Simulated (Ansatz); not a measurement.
**WC under changes of volume**

One of the cells (10.542 Å³/atom); the others are scaled copies at fixed shape and fractional positions:

```
W C
1.0
     0.00000    2.19268    2.19268
     2.19268    0.00000    2.19268
     2.19268    2.19268    0.00000
W C
1 1
Direct
  0.00000 0.00000 0.00000
  0.50000 0.50000 0.50000
```

Measurements of this composition are mostly on another form, of space group No. 187.

- Program: Ansatz 0.2.0
- Functional: PBE
- Potentials or basis: Ansatz PAW
- Cutoff: 420 eV (not typed: the program's choice for these potentials)
- k mesh: 10 × 10 × 10
- Occupations: fermi-dirac, width 0.05 eV
- Spin: no spin polarisation

| volume (Å³/atom) | energy over the lowest point (meV/atom) | pressure (GPa) |
| --- | --- | --- |
| 9.910 | 41.51 | 23.9 |
| 10.120 | ? | ? |
| 10.331 | 2.93 | 6.1 |
| 10.542 | 0.00 | -1.5 |
| 10.753 | 6.58 | -8.3 |
| 10.964 | 21.57 | -14.4 |
| 11.175 | 44.25 | -19.9 |

What does the run at 10.120 Å³/atom give?

Energy over the lowest point 16.36 meV/atom; pressure 14.5 GPa.

Worked out: A Birch-Murnaghan fit of order 3 (a polynomial in V^(-2/3)) to the other rows has its minimum at 10.50 Å³/atom with B0 = V·E''(V) = 365 GPa and B' = 4.4. It gives 16.41 meV/atom at 10.120 Å³/atom, against the run's 16.36, and -dE/dV = 14.5 GPa, against 14.5.

Energies are extrapolated to zero smearing.
